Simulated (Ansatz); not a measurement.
HfS₂: how much do the potentials matter?

HfS₂ in CdI2-type (1T) layers, in a typed cell, not relaxed.

```xyz
3
Lattice="1.8250 -3.1610 0.0000 1.8250 3.1610 0.0000 0.0000 0.0000 5.8400" Properties=species:S:1:pos:R:3 pbc="T T T"
Hf    0.0000    0.0000    0.0000
S     1.8250    1.0537    1.4483
S     1.8250   -1.0537    4.3917
```

Settings of the Ansatz calculation: PBE; k mesh 6×6×4; fixed occupations; no spin. Phonons (linear response) are harmonic and in cm⁻¹; i marks an unstable mode. Zone-centre lists hold the optical modes without the non-analytic term.

Caveats: coarse k mesh; atoms are off their rest positions; the program warns that the mesh is coarse for the field response.

The reference is the run on all-electron PAW datasets (no frozen core) at 520 eV and 22.46 Å³ an atom: top Γ mode (cm⁻¹) 321; lowest Γ mode (cm⁻¹) 135; mean ε∞ 8.11; mean Born charge of Hf (e) 5.13.

**Question.** The same calculation was made on Ansatz generated PAW, Ansatz hand-made PAW, JTH PAW, PseudoDojo norm-conserving, Ansatz norm-conserving. How far do the results move?

**Answer.** 
| potentials | cutoff (eV) | top Γ mode (cm⁻¹) | lowest Γ mode (cm⁻¹) | mean ε∞ | mean Born charge of Hf (e) |
| --- | --- | --- | --- | --- | --- |
| Ansatz generated PAW | 420 | 321 | 135 | 8.11 | 5.13 |
| Ansatz hand-made PAW | 520 | 321 | 135 | 8.11 | 5.13 |
| JTH PAW | 1230 | 321 | 136 | 8.01 | 5.11 |
| PseudoDojo norm-conserving | 789 | 320 | 135 | 7.99 | 5.10 |
| Ansatz norm-conserving | 1143 | 320 | 135 | 8.13 | 5.14 |

The largest move among the frequencies in the table is 0.7 cm⁻¹, in the lowest Γ mode on JTH PAW.
